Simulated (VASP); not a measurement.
Runs of VASP 6.6.1 on AgCl. Symmetry: Fm-3m, No. 225, cubic system. The conventional cell has a = 5.446 Å, b = 5.446 Å, c = 5.446 Å, α = 90.00°, β = 90.00°, γ = 90.00°. Ag (site symmetry m-3m) has 6 Cl at 2.72 Å as nearest neighbours. Cl (site symmetry m-3m) has 6 Ag at 2.72 Å as nearest neighbours. The cell is a database's computed one.

| level | potentials or basis | k mesh | cutoff (eV) | smearing | gap on the mesh (eV) | pressure (GPa) |
| --- | --- | --- | --- | --- | --- | --- |
| r2SCAN | VASP PAW PBE potentials, release 64 (Ag, Cl) | 8 × 8 × 8 | 520 | gaussian 0.02 eV | 1.43 | (a) |
| PBEsol | VASP PAW PBE potentials, release 64 (Ag, Cl_h) | 8 × 8 × 8 | 900 | gaussian 0.02 eV | 0.72 | 0.0 |
| PBEsol | VASP PAW PBE potentials, release 64 (Ag, Cl) | 14 × 14 × 14 | 520 | gaussian 0.02 eV | 0.72 | -0.1 |
| PBEsol | VASP PAW PBE potentials, release 64 (Ag, Cl) | 8 × 8 × 8 | 700 | gaussian 0.02 eV | 0.72 | 0.0 |
| PBEsol | VASP PAW PBE potentials, release 64 (Ag, Cl) | 8 × 8 × 8 | 520 | gaussian 0.5 eV | 0.72 | 0.0 |

Alike in all rows: task single point; no spin polarisation; cell as given.

Task: Fill in the values left out.

Result: (a) 3.1.

Caveats: the PAW data sets were made with another functional, which shifts forces and pressure a little.

A k mesh can miss the band edges, and the runs leave out spin-orbit coupling on Ag.
